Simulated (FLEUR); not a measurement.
# PbS (Galena) (Fm-3m) in FLEUR: a series of runs

The runs below take PbS (Galena) through band structure, equation of state, with PBEsol.

All numbers are computed with FLEUR MaX-R8.1 (later development tree); they aren't measurements. Logs are shortened: lines on timing, memory, paths and dates and some standing lists are left out, and cuts for length are marked.

## Step 1: The structure

The structure is cubic, space group Fm-3m (No. 225). The conventional cell has a = 5.931 Å, b = 5.931 Å, c = 5.931 Å, α = 90.00°, β = 90.00°, γ = 90.00°. Pb (site symmetry m-3m) has 6 S at 2.97 Å as nearest neighbours. S (site symmetry m-3m) is surrounded by 6 Pb at 2.97 Å.

## Step 2: Band structure, PBEsol

inp.xml reads:

```xml
<?xml version="1.0" encoding="UTF-8" standalone="no"?>
<fleurInput fleurInputVersion="0.39">
   <comment>
      PbS                                                                                                 
   </comment>
   <calculationSetup>
      <cutoffs Kmax="4.41" Gmax="13.7" GmaxXC="13.7" numbands="0"/>
      <scfLoop itmax="60" minDistance="0.00001" maxIterBroyd="15" imix="Anderson" alpha="0.05" precondParam="0.0" spinf="2.0" sdNocoIR="T"/>
      <coreElectrons ctail="T" frcor="F" kcrel="0" coretail_lmax="0"/>
      <xcFunctional name="PBEs" relativisticCorrections="F"/>
      <magnetism jspins="1"/>
      <soc l_soc="F" theta="0.0" phi="0.0" spav="F"/>
      <expertModes spex="0" secvar="F"/>
      <geometryOptimization l_f="F" forcealpha="1.0" forcemix="BFGS" epsdisp="0.00001" epsforce="0.00001"/>
      <ldaU l_linMix="F" mixParam="0.05" spinf="1.0"/>
   </calculationSetup>
   <cell>
      <bzIntegration valenceElectrons="26.0" mode="hist" fermiSmearingEnergy="0.00183747">
         <kPointListSelection listName="default-1"/>
         <!-- k-points included here -->
         <xi:include xmlns:xi="http://www.w3.org/2001/XInclude" href="kpts.xml"> </xi:include>
      </bzIntegration>
      <!-- symmetry operations included here -->
      <xi:include xmlns:xi="http://www.w3.org/2001/XInclude" href="sym.xml"> </xi:include>
      <bulkLattice scale="1.0">
         <bravaisMatrix>
            <row-1>    0.0000000000000000     5.6044552540324490     5.6044552540324490</row-1>
[... 30 lines left out ...]
         </electronConfig>
         <energyParameters s="3" p="3" d="3" f="4"/>
         <lo type="SCLO" l="0" n="3" eDeriv="2"/>
         <lo type="SCLO" l="1" n="3" eDeriv="2"/>
         <lo type="SCLO" l="2" n="3" eDeriv="2"/>
         <lo type="SCLO" l="3" n="4" eDeriv="2"/>
      </species>
   </atomSpecies>
   <atomGroups>
      <atomGroup species="Lead (Pb)">
         <relPos label="                   1">.0000000000 .0000000000 .0000000000</relPos>
         <force calculate="T" relaxXYZ="TTT"/>
      </atomGroup>
      <atomGroup species="Sulfur (S)">
         <relPos label="                   2">1.000/2.000 1.000/2.000 1.000/2.000</relPos>
         <force calculate="T" relaxXYZ="TTT"/>
      </atomGroup>
   </atomGroups>
   <output dos="F" band="F" slice="F">
      <checks vchk="F" cdinf="F"/>
      <bandDOS minEnergy="-.5*Htr" maxEnergy="0.5*Htr" sigma="0.015" storeEVData="T"/>
      <vacuumDOS vacdos="F" integ="F" star="F" nstars="0" locx1="0.0" locy1="0.0" locx2="0.0" locy2="0.0" nstm="0" tworkf="0.0"/>
      <unfoldingBand unfoldBand="F" supercellX="1" supercellY="1" supercellZ="1"/>
      <plotting iplot="0" polar="F">
         <plot TwoD="T" vec1="  1.0  0.0  0.0" vec2="  0.0  1.0  0.0" vec3="  0.0  0.0  1.0" zero="  0.0  0.0  0.0" file="plot"/>
      </plotting>
      <chargeDensitySlicing numkpt="0" minEigenval="0.0" maxEigenval="0.0" nnne="0" pallst="F"/>
      <specialOutput eonly="F"/>
      <moessbauerParams electricFieldGradient="T" isomerShift="T" coreHyperfine="T" valenceHyperfine="T"/>
      <magneticCircularDichroism mcd="F" energyLo="-10.0" energyUp="0.0"/>
   </output>
  <!-- We include the file relax.xml here to enable relaxations (see documentation) -->
  <xi:include xmlns:xi="http://www.w3.org/2001/XInclude" href="relax.xml"> <xi:fallback/> </xi:include>
</fleurInput>
```

crystal.txt reads:

```
PbS
&input cartesian=F /
0.0000000000  2.9657500000  2.9657500000
2.9657500000  0.0000000000  2.9657500000
2.9657500000  2.9657500000  0.0000000000
1.8897261246
1.0 1.0 1.0

2
82 0.0000000000  0.0000000000  0.0000000000
16 0.5000000000  0.5000000000  0.5000000000

&kpt div1=8 div2=8 div3=8 gamma=T /
```

inp.xml (bands) reads:

```
<?xml version="1.0" encoding="UTF-8" standalone="no"?>
<fleurInput fleurInputVersion="0.39">
   <comment>
      PbS                                                                                                 
   </comment>
   <calculationSetup>
      <cutoffs Kmax="4.41" Gmax="13.7" GmaxXC="13.7" numbands="0"/>
      <scfLoop itmax="60" minDistance="0.00001" maxIterBroyd="15" imix="Anderson" alpha="0.05" precondParam="0.0" spinf="2.0" sdNocoIR="T"/>
      <coreElectrons ctail="T" frcor="F" kcrel="0" coretail_lmax="0"/>
      <xcFunctional name="PBEs" relativisticCorrections="F"/>
      <magnetism jspins="1"/>
      <soc l_soc="F" theta="0.0" phi="0.0" spav="F"/>
      <expertModes spex="0" secvar="F"/>
      <geometryOptimization l_f="F" forcealpha="1.0" forcemix="BFGS" epsdisp="0.00001" epsforce="0.00001"/>
      <ldaU l_linMix="F" mixParam="0.05" spinf="1.0"/>
   </calculationSetup>
   <cell>
      <bzIntegration valenceElectrons="26.0" mode="hist" fermiSmearingEnergy="0.00183747">
         <kPointListSelection listName="path-1"/>
         <!-- k-points included here -->
         <xi:include xmlns:xi="http://www.w3.org/2001/XInclude" href="kpts.xml"> </xi:include>
      </bzIntegration>
      <!-- symmetry operations included here -->
      <xi:include xmlns:xi="http://www.w3.org/2001/XInclude" href="sym.xml"> </xi:include>
      <bulkLattice scale="1.0">
         <bravaisMatrix>
[... 31 lines left out ...]
         </electronConfig>
         <energyParameters s="3" p="3" d="3" f="4"/>
         <lo type="SCLO" l="0" n="3" eDeriv="2"/>
         <lo type="SCLO" l="1" n="3" eDeriv="2"/>
         <lo type="SCLO" l="2" n="3" eDeriv="2"/>
         <lo type="SCLO" l="3" n="4" eDeriv="2"/>
      </species>
   </atomSpecies>
   <atomGroups>
      <atomGroup species="Lead (Pb)">
         <relPos label="                   1">.0000000000 .0000000000 .0000000000</relPos>
         <force calculate="T" relaxXYZ="TTT"/>
      </atomGroup>
      <atomGroup species="Sulfur (S)">
         <relPos label="                   2">1.000/2.000 1.000/2.000 1.000/2.000</relPos>
         <force calculate="T" relaxXYZ="TTT"/>
      </atomGroup>
   </atomGroups>
   <output dos="F" band="T" slice="F">
      <checks vchk="F" cdinf="F"/>
      <bandDOS minEnergy="-.5*Htr" maxEnergy="0.5*Htr" sigma="0.015" storeEVData="T"/>
      <vacuumDOS vacdos="F" integ="F" star="F" nstars="0" locx1="0.0" locy1="0.0" locx2="0.0" locy2="0.0" nstm="0" tworkf="0.0"/>
      <unfoldingBand unfoldBand="F" supercellX="1" supercellY="1" supercellZ="1"/>
      <plotting iplot="0" polar="F">
         <plot TwoD="T" vec1="  1.0  0.0  0.0" vec2="  0.0  1.0  0.0" vec3="  0.0  0.0  1.0" zero="  0.0  0.0  0.0" file="plot"/>
      </plotting>
      <chargeDensitySlicing numkpt="0" minEigenval="0.0" maxEigenval="0.0" nnne="0" pallst="F"/>
      <specialOutput eonly="F"/>
      <moessbauerParams electricFieldGradient="T" isomerShift="T" coreHyperfine="T" valenceHyperfine="T"/>
      <magneticCircularDichroism mcd="F" energyLo="-10.0" energyUp="0.0"/>
   </output>
  <!-- We include the file relax.xml here to enable relaxations (see documentation) -->
  <xi:include xmlns:xi="http://www.w3.org/2001/XInclude" href="relax.xml"> <xi:fallback/> </xi:include>
</fleurInput>
```

Potentials or basis: all-electron, FLAPW.

Command:

```
> inpgen -f crystal.txt -profile fastHighL
> # inp.xml edited to the form shown
> fleur_MPI
> fleur_MPI   # second run, on inp.xml (bands)
```

Log:

```text
Welcome to FLEUR        (www.flapw.de)
      MaX-Release 8.1          (www.max-centre.eu)

 ========== k-point set info ==========
 Selected k-point list: default-1
 k-point list type: mesh
 8 x 8 x 8
 Number of k points: 29

 ------------Calculation Setup---------------------------
 Number of MPI-tasks      :            1
 Number of PE/node        :            1
 Number of OMP-threads    :            1
 Most efficient MPI parallelization for:
           1          29
 Additional eigenvalue parallelization possible
 Number of basis functions:          601
 Approximate size of matrices (H+S) per k-point:         0.005 GB
 --------------------------------------------------------
 Iteration:     1   Distance:      10.47367416 me/bohr^3
 Iteration:     2   Distance:       9.55401081 me/bohr^3
 Iteration:     3   Distance:       4.90570926 me/bohr^3
 Iteration:     4   Distance:       2.53018667 me/bohr^3
 Iteration:     5   Distance:       0.61783849 me/bohr^3
 Iteration:     6   Distance:       0.20068060 me/bohr^3
 Iteration:     7   Distance:       0.16320576 me/bohr^3
 Iteration:     8   Distance:       0.02383648 me/bohr^3
 Iteration:     9   Distance:       0.00264756 me/bohr^3
 Iteration:    10   Distance:       0.00169595 me/bohr^3
 Iteration:    11   Distance:       0.00033803 me/bohr^3
 Iteration:    12   Distance:       0.00004984 me/bohr^3
 Iteration:    13   Distance:       0.00003390 me/bohr^3
 Iteration:    14   Distance:       0.00000321 me/bohr^3

 ********************************************************************
 Run finished successfully
 Stop message:
   all done
 ********************************************************************
```

output (bands):

```text
Welcome to FLEUR        (www.flapw.de)
      MaX-Release 8.1          (www.max-centre.eu)

 ========== k-point set info ==========
 Selected k-point list: path-1
 k-point list type: path
 Number of k points: 60

 ------------Calculation Setup---------------------------
 Number of MPI-tasks      :            1
 Number of PE/node        :            1
 Number of OMP-threads    :            1
 Most efficient MPI parallelization for:
           1           2           3           4           5           6          10          12          15          20          30          60
 Additional eigenvalue parallelization possible
 Number of basis functions:          601
 Approximate size of matrices (H+S) per k-point:         0.005 GB
 --------------------------------------------------------
 Fermi energy correction for metals:
 Fermi energy in bands.* files may not be consistent with last density.
 Please correct it manually (e.g. in band.gnu file).

 Note: Band structure data (together with different weights) is also stored in the banddos.hdf file.
       A convenient way of extracting and plotting the data from that file is by making use of the

 ********************************************************************
 Run finished successfully
 Stop message:
   Charge density postprocessing done.
 ********************************************************************
```

out.xml (last iteration):

```text
<iteration numberForCurrentRun="   14" overallNumber="   14">
         <energyParameters units="Htr">
            <atomicEP atomType="1" spin="1" branch="6s" branchLowest="-4.89" branchHighest="0.55" value="-0.0762140867"/>
            <atomicEP atomType="1" spin="1" branch="6p" branchLowest="-2.74" branchHighest="1.38" value="0.2074173245"/>
            <atomicEP atomType="1" spin="1" branch="5d" branchLowest="-14.33" branchHighest="-0.31" value="-0.3416851684"/>
            <atomicEP atomType="1" spin="1" branch="5f" branchLowest="-4.48" branchHighest="1.84" value="0.5469441529"/>
            <loAtomicEP atomType="1" spin="1" branch="5p" branchLowest="-23.25" branchHighest="-2.74" value="-2.8103255042"/>
            <loAtomicEP atomType="1" spin="1" branch="5p" branchLowest="-23.25" branchHighest="-2.74" value="-2.8103255042"/>
            <loAtomicEP atomType="1" spin="1" branch="6s" branchLowest="-4.89" branchHighest="0.55" value="-0.0762140867"/>
            <loAtomicEP atomType="1" spin="1" branch="5d" branchLowest="-14.33" branchHighest="-0.31" value="-0.3732942341"/>
            <loAtomicEP atomType="1" spin="1" branch="5f" branchLowest="-4.48" branchHighest="1.84" value="0.5469310841"/>
            <atomicEP atomType="2" spin="1" branch="3s" branchLowest="-7.29" branchHighest="0.34" value="-0.2237470522"/>
            <atomicEP atomType="2" spin="1" branch="3p" branchLowest="-5.27" branchHighest="0.89" value="0.1018599817"/>
            <atomicEP atomType="2" spin="1" branch="3d" branchLowest="-9.99" branchHighest="1.60" value="0.3872338755"/>
            <atomicEP atomType="2" spin="1" branch="4f" branchLowest="-9.99" branchHighest="3.76" value="0.5625717222"/>
            <loAtomicEP atomType="2" spin="1" branch="3s" branchLowest="-7.29" branchHighest="0.34" value="-0.2237470522"/>
            <loAtomicEP atomType="2" spin="1" branch="3p" branchLowest="-5.27" branchHighest="0.89" value="0.1011841754"/>
            <loAtomicEP atomType="2" spin="1" branch="3d" branchLowest="-9.99" branchHighest="1.60" value="0.3872304697"/>
            <loAtomicEP atomType="2" spin="1" branch="4f" branchLowest="-9.99" branchHighest="3.76" value="0.5625736323"/>
         </energyParameters>
         <eigenvalues>
            <eigenvaluesAt spin="1" ikpt="1" k_x="0.00000000" k_y="0.00000000" k_z="0.00000000">
                      -2.7450618577       -2.7450618577       -2.7450618577       -0.3776345154       -0.3776345154
                      -0.3776345154       -0.3771780760       -0.3771780760       -0.2616817984        0.0157317059
                       0.1584477566        0.1584477566        0.1584477566        0.4282619731        0.4282619731
                       0.4282619731        0.4810928536        0.4810928536        0.4810928536        0.5483681448
                       0.5691377526
            </eigenvaluesAt>
            <eigenvaluesAt spin="1" ikpt="2" k_x="0.00000000" k_y="0.00000000" k_z="0.12500000">
                      -2.7450624306       -2.7450619614       -2.7450619614       -0.3776083803       -0.3775536089
                      -0.3775536089       -0.3771765230       -0.3771765230       -0.2567221349       -0.0009806482
                       0.1599863522        0.1599863522        0.1708294655        0.3821028010        0.3990677675
                       0.3990677675        0.4787093067        0.4948092451        0.4948092451        0.5933177485
                       0.6057836658
            </eigenvaluesAt>
[... 53 lines left out ...]
            <totalCharge value="97.9999999982"/>
         </allElectronCharges>
         <moessbauerParams unitsHFF="kG" unitsIS="e/bohr^3" unitsEFG="Htr/bohr^2">
            <coreIsomerShift atomType="1" isTotal="2987072.77344">
               <shell n="1" l="0" isomerShift="2453506.67698"/>
               <shell n="2" l="0" isomerShift="378633.93178"/>
               <shell n="2" l="1" isomerShift="30061.16270"/>
               <shell n="3" l="0" isomerShift="87542.04942"/>
               <shell n="3" l="1" isomerShift="7805.67353"/>
               <shell n="4" l="0" isomerShift="22664.83455"/>
               <shell n="3" l="2" isomerShift="0.00327"/>
               <shell n="4" l="1" isomerShift="1996.87614"/>
               <shell n="4" l="2" isomerShift="0.00091"/>
               <shell n="4" l="3" isomerShift="0.00000"/>
               <shell n="5" l="0" isomerShift="4861.56418"/>
            </coreIsomerShift>
            <coreIsomerShift atomType="2" isTotal="2922.39665">
               <shell n="1" l="0" isomerShift="2715.07960"/>
               <shell n="2" l="0" isomerShift="206.95749"/>
               <shell n="2" l="1" isomerShift="0.35956"/>
            </coreIsomerShift>
            <isomerShift atomType="1" nucleusRadius="0.0001398" averageDensity="2987675.33965"/>
            <isomerShift atomType="2" nucleusRadius="0.0000750" averageDensity="2941.61910"/>
            <electricFieldGradient atomType="1" VXX="0.00000" VYY="0.00000" VZZ="0.00000" asymParam="0.00000">
            </electricFieldGradient>
            <electricFieldGradient atomType="2" VXX="0.00000" VYY="0.00000" VZZ="0.00000" asymParam="0.00000">
            </electricFieldGradient>
         </moessbauerParams>
         <totalEnergy                                    value="   -21321.2755155858" units="Htr">
            <sumOfEigenvalues                            value="   -13162.3266922801">
               <coreElectrons value="-13142.4016494203"/>
               <valenceElectrons value="-19.9250428598"/>
            </sumOfEigenvalues>
            <densityCoulombPotentialIntegral value="-37380.5163410145"/>
            <densityEffectivePotentialIntegral value="-37919.8695676326"/>
            <chargeDenXCDenIntegral value="-409.6281280143"/>
            <FockExchangeEnergyValence value="0.0000000000"/>
            <FockExchangeEnergyCore value="0.0000000000"/>
            <atomTypeDependentContributions atomType="1">
               <electronNucleiInteractionDifferentMTs value="26459.1052085111"/>
               <MadelungTerm value="-40.6108516035"/>
            </atomTypeDependentContributions>
            <atomTypeDependentContributions atomType="2">
               <electronNucleiInteractionDifferentMTs value="471.8578519767"/>
               <MadelungTerm value="-7.3581803255"/>
            </atomTypeDependentContributions>
            <tkbTimesEntropy value="0.0000151959"/>
            <freeEnergy value="-21321.2755307816"/>
            <extrapolationTo0K value="-21321.2755231837"/>
         </totalEnergy>
         <densityConvergence units="me/bohr^3">
            <chargeDensity spin="1" distance="0.0000032090"/>
         </densityConvergence>
      </iteration>
```

Wall time 60 s (1 thread of Arm Neoverse V1, shared host); peak memory 0.07 GiB.

What came out:

| Quantity | Value |
| --- | --- |
| Free energy | -580181.4637 eV |
| Band gap on the k mesh | 0.25 eV, direct |
| Band gap along the path | 0.25 eV, direct |
| Valence electrons inside the program's atomic spheres | Pb 17.91; S 4.50 (radii Pb 2.66, S 2.22 bohr) |

Levels at the corners of the path, in eV from the valence-band top:
```csv
point,band 11,band 12,band 13,band 14,band 15,band 16
Γ,-2.17,-2.17,-2.17,5.17,5.17,5.17
X,-5.26,-3.47,-3.47,3.71,5.52,5.65
W,-4.47,-4.47,-1.02,2.12,4.59,4.59
K,-4.83,-2.96,-2.51,3.25,4.09,4.99
Γ,-2.17,-2.17,-2.17,5.17,5.17,5.17
L,-1.78,-1.78,0.00,0.25,1.89,1.89
U,-4.83,-2.96,-2.51,3.25,4.09,4.99
W,-4.47,-4.47,-1.02,2.12,4.59,4.59
L,-1.78,-1.78,0.00,0.25,1.89,1.89
K,-4.83,-2.96,-2.51,3.25,4.09,4.99
U,-4.83,-2.96,-2.51,3.25,4.09,4.99
X,-5.26,-3.47,-3.47,3.71,5.52,5.65
```

Core levels (eV from the Fermi level):
```
atom                                                                                                                                                                                                                                                     levels
1 Pb  1s1/2 -87948.8, 2s1/2 -15714.1, 2p1/2 -15089.9, 2p3/2 -12901.1, 3s1/2 -3768.6, 3p1/2 -3487.2, 3p3/2 -2998.8, 4s1/2 -849.8, 3d3/2 -2536.7, 3d5/2 -2432.7, 4p1/2 -728.1, 4p3/2 -608.5, 4d3/2 -410.3, 4d5/2 -388.0, 4f5/2 -131.4, 4f7/2 -126.4, 5s1/2 -139.6
 2 S                                                                                                                                                                                                    1s1/2 -2395.2, 2s1/2 -205.0, 2p1/2 -150.9, 2p3/2 -149.7
```

Caveat: spin-orbit coupling is left out, which as a rule narrows the gap of such compounds by several tenths of an eV.

## Step 3: Equation of state, PBEsol, 24.52 Å³/atom (volume scaled by 0.94)

Changes to inp.xml since step 2:

```diff
@@ -6,3 +6,3 @@
    <calculationSetup>
-      <cutoffs Kmax="4.41" Gmax="13.7" GmaxXC="13.7" numbands="0"/>
+      <cutoffs Kmax="4.54" Gmax="14.1" GmaxXC="14.1" numbands="0"/>
       <scfLoop itmax="60" minDistance="0.00001" maxIterBroyd="15" imix="Anderson" alpha="0.05" precondParam="0.0" spinf="2.0" sdNocoIR="T"/>
@@ -24,3 +24,3 @@
       <xi:include xmlns:xi="http://www.w3.org/2001/XInclude" href="sym.xml"> </xi:include>
-      <bulkLattice scale="1.0">
+      <bulkLattice scale="0.9795861087">
          <bravaisMatrix>
@@ -50,3 +50,3 @@
       <species name="Sulfur (S)" element="S" atomicNumber="16">
-         <mtSphere radius="2.22" gridPoints="735" logIncrement="0.016"/>
+         <mtSphere radius="2.16" gridPoints="735" logIncrement="0.016"/>
          <atomicCutoffs lmax="9" lnonsphr="7"/>
```

Potentials or basis: all-electron, FLAPW.

Command:

```
> inpgen -f crystal.txt -profile fastHighL
> # inp.xml edited to the form shown
> fleur_MPI
```

Run time: 51 s. Hardware: 1 thread of Arm Neoverse V1, shared host; peak memory 0.08 GiB.

The run converged. Its results:

- Free energy: -580181.4437 eV
- Band gap on the k mesh: 0.00 eV, direct
- Valence electrons inside the program's atomic spheres: Pb 17.96; S 4.36 (radii Pb 2.66, S 2.16 bohr)

Caveat: spin-orbit coupling is left out, which as a rule narrows the gap of such compounds by several tenths of an eV.

## Step 4: Equation of state, PBEsol, 25.04 Å³/atom (volume scaled by 0.96)

Changes to inp.xml since step 3:

```diff
@@ -24,3 +24,3 @@
       <xi:include xmlns:xi="http://www.w3.org/2001/XInclude" href="sym.xml"> </xi:include>
-      <bulkLattice scale="0.9795861087">
+      <bulkLattice scale="0.9864848297">
          <bravaisMatrix>
```

Command:

```
> inpgen -f crystal.txt -profile fastHighL
> # inp.xml edited to the form shown
> fleur_MPI
```

Run time: 53 s. Hardware: 1 thread of Arm Neoverse V1, shared host; peak memory 0.08 GiB.

Results (log left out):

- Free energy: -580181.4591 eV
- Band gap on the k mesh: 0.09 eV, direct
- Valence electrons inside the program's atomic spheres: Pb 17.94; S 4.35 (radii Pb 2.66, S 2.16 bohr)

Caveat: spin-orbit coupling is left out, which as a rule narrows the gap of such compounds by several tenths of an eV.

(Continued in part 2 of 2.)
